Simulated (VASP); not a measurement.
The system is C.

```
C
1.0
     2.52000    0.00000    0.00000
    -1.26000    2.18238    0.00000
     0.00000    0.00000    4.12000
C
4
Direct
  0.33333 0.66667 0.06250
  0.66667 0.33333 0.56250
  0.33333 0.66667 0.43750
  0.66667 0.33333 0.93750
```

```yaml
Program: VASP 6.6.1
Task: relaxation of cell and atoms
Functional: PBEsol
Potentials_or_basis: VASP PAW PBE potentials, release 64 (C)
Cutoff: 600 eV
k_mesh: 8 × 8 × 4
Occupations: fermi-dirac, width 0.05 eV
Spin: no spin polarisation
```

At the start: pressure -2.4 GPa; volume 5.66 Å³/atom.

Where does the relaxation end?

Over 6 steps the energy falls by 5.4 meV/atom and the volume is 5.63 Å³/atom (-0.6 %); space group P6_3/mmc (No. 194, to 0.05 Å).

Step by step:
| step | energy change (eV) | largest force (eV/Å) | pressure (GPa) | volume (Å³) |
| --- | --- | --- | --- | --- |
| 1 | 0.0000 | 0.0381 | -2.39 | 22.66 |
| 2 | 0.0099 | 0.0026 | 3.21 | 22.37 |
| 3 | -0.0214 | 0.0289 | -0.17 | 22.53 |
| 4 | -0.0214 | 0.0291 | -0.22 | 22.53 |
| 5 | -0.0214 | 0.0596 | 0.11 | 22.51 |
| 6 | -0.0215 | 0.0013 | -0.10 | 22.53 |

Final structure:
```yaml
crystal:
  lattice:
    - [2.50017, 0.00000, 0.00000]
    - [-1.25008, 2.16521, 0.00000]
    - [0.00000, 0.00000, 4.16127]
  atoms:
    - { symbol: C, position: [0.33333, 0.66667, 0.06280] }
    - { symbol: C, position: [0.66667, 0.33333, 0.56280] }
    - { symbol: C, position: [0.33333, 0.66667, 0.43720] }
    - { symbol: C, position: [0.66667, 0.33333, 0.93720] }
```

Caveat: the PAW data sets were made with another functional, which shifts forces and pressure a little.
